Letting exact exchange act at long range opens the gap of InAs by about two thirds of an electronvolt, while changing the semilocal functional beneath it shifts the gap by at most about one third among the three bases compared. The amount of exact exchange, a quarter in every hybrid of the table, therefore does not fix the gap. With the amount held at a quarter, its reach matters more than the functional beneath it.

VASP Kohn-Sham DFT calculations for InAs (F-43m, 2-atom cell, fixed geometry) with the functionals listed, without spin polarisation or spin-orbit coupling. All runs use the recommended VASP PAW PBE potentials (In_d, As), a plane-wave cutoff of 520 eV and Fermi-Dirac smearing of 0.05 eV; gaps are read on the k mesh.

| method | rung | k mesh | gap (eV) |
| --- | --- | --- | --- |
| AM05 | GGA | 8x8x8 2-atom cell | 0.000 |
| MS2 | meta-GGA | 8x8x8 2-atom cell | 0.135 |
| TPSS | meta-GGA | 8x8x8 2-atom cell | 0.000 |
| revTPSS | meta-GGA | 8x8x8 2-atom cell | 0.000 |
| HSEsol | hybrid | 4x4x4 2-atom cell | 0.515 |
| PBE0 | hybrid | 4x4x4 2-atom cell | 1.265 |
| PBEsol0 | hybrid | 4x4x4 2-atom cell | 1.165 |
| r2SCAN0 | hybrid | 4x4x4 2-atom cell | 1.518 |

**The semilocal rows.** The first four functionals build exchange from local quantities: the density and its slope in a GGA, and the kinetic energy density as well in a meta-GGA. Three of them print a gap of zero, which looks like one common answer. The levels at Γ, the centre of the Brillouin zone, show three different ones. In the normal order of the bands, and without spin-orbit coupling, a single s-like conduction level lies above a threefold p-like valence top. In AM05, TPSS and revTPSS the single level has sunk below the threefold one, by 0.19, 0.05 and 0.02 eV.

Once this has happened, the printed gap can't record how far it went. The sunken level takes up electrons that would otherwise fill the p-like bands, so the threefold level is only partly filled. Symmetry keeps its three members together, and filled and empty states touch at zero gap however deep the inversion is. The quantity to compare is thus the signed separation, the s-like level minus the p-like level, which equals the gap when positive.

On that scale MS2, with its gap of 0.135 eV, is no longer a different kind of material. It lies 0.15 eV above revTPSS, at the upper end of a spread of about 0.3 eV among the semilocal rows. The sign still decides whether there is a gap at all, and MS2 can't settle it: spin-orbit coupling, absent from all these runs, raises the valence top by roughly 0.13 eV, a third of a recalled splitting of about 0.4 eV, and would nearly close its gap.

**From semilocal to hybrid.** Every hybrid lies above every semilocal row, and the smallest distance, from MS2 to HSEsol, is 0.38 eV. Theory gives a reason for this order. Exact exchange acts on a state through the occupied states. An occupied state is one of them and is lowered strongly, while an empty state is orthogonal to them all and is lowered less. A semilocal potential makes no such distinction, so mixing in exact exchange pulls empty and occupied levels apart. The table can't give the size of this effect, since it holds no hybrid together with its own semilocal parent, and the two groups differ in k mesh.

It is tempting to conclude that a quarter of exact exchange means one particular gap. The four hybrids refute this, since they share the fraction and still run from 0.5 to 1.5 eV. Their scatter is more than twice the distance that separates them from the semilocal rows. The rung predicts the order here, but it doesn't predict the value.

**HSEsol against PBEsol0.** These two rows test the reach of the exchange. Both start from the PBEsol functional and use the same k mesh, but HSEsol restricts exact exchange to short distances, while PBEsol0 adds the long-range part. The gap rises from 0.515 to 1.165 eV, a step of 0.65 eV.

The size of this step can be estimated without using any gap. The long-range part of the Coulomb repulsion is e²·erf(ωr)/r, where r is the distance between two electrons and ω sets where short range ends. This function is smooth, and at small r it levels off at 2e²ω/√π. If it kept that value over the whole region in which exchange acts, every occupied state would be lowered by the mixing fraction a times this value, and every empty state by nothing. With a = 0.25, ω = 0.2 Å⁻¹ and e² = 14.4 eV·Å, the opening is

0.25 × 14.4 eV·Å × 2 × 0.2 Å⁻¹ / √π ≈ 0.81 eV.

This is a ceiling, provided that the orbitals stay as they are and that the semilocal exchange which is replaced shifts both band edges alike. The computed step reaches 80 % of it. A shortfall is expected, because the long-range repulsion is not constant: at 5 Å it has already dropped to about three quarters of its value at contact. The estimate contains no property of InAs, so the same change of reach can add a similar amount in another semiconductor, where it weighs most if the gap is small.

The other levels at Γ support this picture. The next empty level rises by 0.68 eV above the valence top, slightly more than the lowest one. The deep s-like valence level changes its distance from the valence top by only 0.11 eV. Empty states thus move nearly as a group against occupied ones, as the estimate assumes, whereas a cause peculiar to the s-like conduction level would have moved that level alone. Part of the step may still be numerical. The PBEsol0 run cuts the Coulomb interaction off at a finite distance, which the HSEsol run doesn't do, and unscreened exchange converges more slowly with the k mesh, which is coarse here.

**PBEsol0, PBE0 and r2SCAN0.** These three rows keep the fraction and the full reach, and change only the semilocal base. Going from PBEsol0 to PBE0 adds 0.10 eV, and going on to r2SCAN0 adds another 0.25 eV. The base is therefore a real cause of scatter, of about the same size as the spread among the semilocal rows. Even so, both steps together come to little more than half of the step in reach. All three rows use potentials made for PBE, and how much this mismatch adds to the base steps isn't tested here.

**Which reach suits InAs.** In a semiconductor the other electrons screen the exchange between distant ones. The electronic dielectric constant of InAs is roughly 12, so at long range about a twelfth of the bare exchange is appropriate. A quarter, as in the full-range hybrids, is far too much, and none at all, as in HSEsol, is nearer the mark. The numbers agree with this argument. After the rough spin-orbit shift HSEsol comes to about 0.4 eV, close to the real gap as recalled, while the three full-range hybrids stay at 1.0 eV or more. One such agreement, on a coarse mesh and a static lattice slightly smaller than the real one, which widens the gap a little, supports the choice of a screened hybrid but does not measure its accuracy.

The choice of reach also matters for properties that depend on thermally excited carriers. Their number in undoped InAs varies as exp(−gap/2kT), where k is Boltzmann's constant and T the temperature. At 300 K, with the effective masses held fixed, the 0.65 eV between HSEsol and PBEsol0 changes that number by a factor of about 3 × 10⁵. A full-range hybrid would thus make pure InAs look like a far better insulator than it is. The output below lists the signed separations and sets the ceiling against the computed step.

The analysis program printed:

```
Levels at Gamma in eV:
      row  printed gap  signed s-p separation  next empty level above p top  separation with rough spin-orbit shift
     AM05            0                  -0.19                         3.883                                 -0.3233
      MS2        0.135                  0.135                         4.079                                0.001667
     TPSS            0                  -0.05                         4.042                                 -0.1833
  revTPSS            0                 -0.017                         4.031                                 -0.1503
   HSEsol        0.515                  0.515                         4.641                                  0.3817
     PBE0        1.265                  1.265                         5.373                                   1.132
  PBEsol0        1.165                  1.165                         5.322                                   1.032
  r2SCAN0        1.518                  1.518                         5.602                                   1.385
Rough spin-orbit lowering of the separation, eV: 0.1333
Spread of signed separation among semilocal rows, eV: 0.325
Spread of gap among hybrids, eV: 1.003
Lowest hybrid less highest semilocal row, eV: 0.38
MS2 less revTPSS in signed separation, eV: 0.152
Reach step HSEsol to PBEsol0 in the gap, eV: 0.65
Same step in the next empty level, eV: 0.681
Same step in the depth of the deep s level, eV: 0.112
Base step PBEsol0 to PBE0 in the gap, eV: 0.1
Base step PBE0 to r2SCAN0 in the gap, eV: 0.253
Both base steps together, eV: 0.353
Reach step as share of the hybrid spread, percent: 64.81
Ceiling for the opening by long-range exchange, eV: 0.8124
Reach step as share of the ceiling, percent: 80.01
PBEsol0 gap predicted as HSEsol plus ceiling, eV: 1.327
Prediction less computed PBEsol0 gap, eV: 0.1624
Factor in thermal carriers at 300 K for the reach step with masses held: 288244
```
